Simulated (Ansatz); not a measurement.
The system is GaAs.

```xyz
2
Lattice="0.0000 2.8268 2.8268 2.8268 0.0000 2.8268 2.8268 2.8268 0.0000" Properties=species:S:1:pos:R:3 pbc="T T T"
As    4.2403    4.2403    4.2403
Ga    0.0000    0.0000    0.0000
```

Below is the output of Ansatz 0.2.0 for this cell. Logs are shortened: lines on timing, memory, paths and dates and some standing lists are left out, and cuts for length are marked.

```text
Warning: RAYON_NUM_THREADS=1 ignored (pool sized by the plan → 1); use --threads N
LAPW: plane waves up to 9.105 Å⁻¹, error target 1.0e-3 eV per atom; small_component_spin mean_spin; Ga in spheres of 1.234 Å, 21 of its electrons in bands, Dirac shells []; As in spheres of 1.214 Å, 23 of its electrons in bands, Dirac shells [] (how accurate: hamiltonian.pseudopotentials.lapw.basis_error, Limitations)
Engine: ansatz 0.2.0, x86_64-unknown-linux-gnu
Pseudopotentials: kind: all_electron
Pseudopotential: As, LAPW, valence charge 23, lapw/all_electron/scalar/gaussian/As, Koelling and Harmon's equation, gaussian nucleus
Pseudopotential: Ga, LAPW, valence charge 21, lapw/all_electron/scalar/gaussian/Ga, Koelling and Harmon's equation, gaussian nucleus
Functional definition: PBE
  parameter kappa = 0.804
  parameter beta = 0.06672455060314922
  exchange = pbe_x(kappa = kappa, mu = beta*pi^2/3)
  correlation = pbe_c(beta = beta)
Crystal: 2 atoms, lattice volume = 45.179 Å³
Basis set: ecut = 315.8813583527666 eV, 561 PW (Γ), exchange–correlation at level 2
Bands: 27, of which v1, the nominal top of the filled ones, is band 22 counted from 1 (21 counted from 0)
Symmetry: 24 space group operations
Space group: F-43m (ITA 216), of the structure as read, at distance tolerance 3.6e-5 Å
k-points: 29 of 512 (time reversal used)
Non-local potential: As, projectors of the file, none
Non-local potential: Ga, projectors of the file, none
Initial density: superposition of atomic densities (chi_scale 0.1, normalization cell, long waves kept (reshape's long-wave potential 0.00 eV rms))
Initial wavefunctions: plane waves of lowest kinetic energy (no species holds an atomic orbital)
Functional: x = pbe(κ = 0.804, μ = 0.2195149727645171), c = pbe(β = 0.06672455060314922)
iter 1 solved again at ethr=1.31e-3 eV; its pass at ethr=1.00e-1 eV (dr2=5.78e-1 eV) is discarded
SCF iter   1: F=—  HF=-114424.608832 eV  |F-HF|=—  |Δ(HF+E_count)|=         —  Δρ=3.06e-2  dr2=5.79e-1  ethr=1.31e-3  ⟨swp⟩=2.0  Hψ=4834  notcnv=0
preconditioner: auto → none  [insulator: Δε(μ)=0.701 eV  Ē_g=15.932 eV  σ=0.023 eV  W_gap=1.00  n_scr=14 (ndim 8)  ℏωp=23.4 eV  f_vac=0.115  D(μ)=0.00/eV (n_scr^D=0)  ε∞_Penn≈3.2]
SCF iter   2: F=—  HF=-114424.467414 eV  |F-HF|=—  |Δ(HF+E_count)|=   1.41e-1  Δρ=1.22e-2  dr2=6.40e-2  ethr=1.31e-3  ⟨swp⟩=2.4  Hψ=2336  notcnv=0
SCF iter   3: F=—  HF=-114424.454464 eV  |F-HF|=—  |Δ(HF+E_count)|=   1.30e-2  Δρ=5.46e-3  dr2=1.27e-2  ethr=1.45e-4  ⟨swp⟩=2.0  Hψ=2320  notcnv=0
iter 4 solved again at ethr=1.04e-6 eV; its pass at ethr=2.89e-5 eV (dr2=4.59e-4 eV) is discarded
SCF iter   4: F=—  HF=-114424.450830 eV  |F-HF|=—  |Δ(HF+E_count)|=         —  Δρ=1.07e-3  dr2=4.58e-4  ethr=1.04e-6  ⟨swp⟩=2.0  Hψ=3914  notcnv=0
the basis was enlarged: its passes take 130.7 KiB over the memory plan, 1 of 1 planned eigensolver slots
SCF iter   5: F=—  HF=-114424.450759 eV  |F-HF|=—  |Δ(HF+E_count)|=   7.13e-5  Δρ=2.15e-4  dr2=1.24e-5  ethr=1.04e-6  ⟨swp⟩=2.7  Hψ=2204  notcnv=0
SCF iter   6: F=—  HF=-114424.450777 eV  |F-HF|=—  |Δ(HF+E_count)|=   1.81e-5  Δρ=8.34e-5  dr2=2.35e-6  ethr=2.81e-8  ⟨swp⟩=3.0  Hψ=2278  notcnv=0
SCF iter   7: F=-114424.450782 eV  HF=-114424.450782 eV  |F-HF|=1.80e-7  |Δ(HF+E_count)|=   5.39e-6  Δρ=1.40e-5  dr2=7.42e-8  ethr=5.33e-9  ⟨swp⟩=3.0  Hψ=2291  notcnv=0
SCF 1 converged in 7 iterations: F = -114424.450782 eV  dr2 = 7.42e-8
SCF converged after 7 iterations
Free energy (F): -114424.450782 eV
Harris-Foulkes:  -114424.450782 eV  (|F-HF|=1.80e-7)
Internal energy: -114424.450782 eV  (E = F + TS)
E sigma→0 (E₀):  -114424.450782 eV
Fermi energy:    9.614370 eV
--- Per-component energies (eV) ---
  E_band       = -2120.887005
  E_kinetic    = 116839.767200
  E_xc         = -4342.503904
  E_electrostatic = -226921.714079  (all electrons and nuclei)
  E_smearing   = -0.000000  (= −TS)
  E_closure    = 0.000000  (closes the sum)
  E_atoms      = -114416.203472  (free atoms, spherical and without spin; not in F)
  Σ components = -114424.450782   (vs F -114424.450782, Δ=0.00e0)
  Basis errors (estimates in eV, not in F): energy 4.3e-4 per atom: plane waves 4.0e-4 (2.3e-4 summed), levels above the bands 0.0e0, relativity 3.2e-8, radial functions 3.4e-5, core shells 6.7e-11; eigenvalues (radial functions only) 8.7e-7; not estimated: angular momenta, meshes, grids; target (lapw.basis_error) 1.0e-3; muffin-tin radii Ga 1.234 Å, As 1.214 Å
--- Forces (eV/Å), atoms counted from 1 ---
  atom   1  As    -0.00000000     0.00000000    -0.00000000
  atom   2  Ga     0.00000000    -0.00000000     0.00000000
  max |Σ_I F_I| component: 1.39e-17 eV/Å
--- Stress (GPa, compression-positive) ---
        3.272480       0.000000      -0.000000
        0.000000       3.272480       0.000000
       -0.000000       0.000000       3.272480
  P = ⅓ Tr σ = 3.2725 GPa (32.725 kbar)
--- Band table (eV; the first three rows and the last of 29) ---
  k-point 0: bands = ["-175.3707", "-134.2563", "-118.7428", "-118.7428", "-118.7428", "-84.9878", "-84.9878", "-84.9878", "-25.7912", "-25.7912", "-25.7912", "-25.7817", "-25.7817", "-5.4244", "-5.4244", "-5.4244", "-5.3461", "-5.3461", "-3.3727", "9.3535", "9.3535", "9.3535", "9.8741", "13.0941", "13.0941", "13.0941", "16.9517"]
  k-point 1: bands = ["-175.3707", "-134.2563", "-118.7428", "-118.7428", "-118.7428", "-84.9878", "-84.9878", "-84.9878", "-25.7912", "-25.7911", "-25.7911", "-25.7817", "-25.7817", "-5.4383", "-5.4209", "-5.4209", "-5.3463", "-5.3463", "-3.1900", "7.3933", "9.1180", "9.1180", "10.9489", "13.4416", "13.4416", "13.5537", "17.8885"]
  k-point 2: bands = ["-175.3707", "-134.2563", "-118.7428", "-118.7428", "-118.7428", "-84.9878", "-84.9878", "-84.9878", "-25.7911", "-25.7908", "-25.7908", "-25.7816", "-25.7816", "-5.4684", "-5.4131", "-5.4131", "-5.3458", "-5.3458", "-2.6801", "5.2199", "8.6767", "8.6767", "10.8095", "13.9596", "13.9596", "15.3121", "18.3276"]
  k-point 28: bands = ["-175.3707", "-134.2563", "-118.7428", "-118.7428", "-118.7428", "-84.9878", "-84.9878", "-84.9878", "-25.7910", "-25.7906", "-25.7894", "-25.7818", "-25.7811", "-5.5248", "-5.3928", "-5.3802", "-5.3566", "-5.3424", "-0.8149", "2.7310", "5.8236", "6.0165", "13.9795", "14.0777", "14.7720", "15.4036", "20.4307"]
```

Problem. What input gives this log?

Solution. Single point with PBE, no spin polarisation. The files as run (others can give the same):

input.yaml
```yaml
crystal:
  lattice:
    - [0.0, 2.82685, 2.82685]
    - [2.82685, 0.0, 2.82685]
    - [2.82685, 2.82685, 0.0]
  atoms:
    - { symbol: As, position: [0.75, 0.75, 0.75] }
    - { symbol: Ga, position: [0.0, 0.0, 0.0] }
kpoints:
  mp_grid: { grid: [8, 8, 8] }
scf:
  occupations: { method: gaussian, width: 0.023 }
hamiltonian:
  xc: pbe
  pseudopotentials: { kind: all_electron, lapw: { basis_error: 0.001 } }
output:
  forces: true
  stress: true
  eigenvalues: true
```

Potentials or basis: all-electron LAPW, scalar-relativistic.
Run with:
```sh
$ ansatz run input.yaml --threads 1 --pin off --max-ram 3072MiB --backend cpu --events-out ev --progress --plain --runs-dir out
```
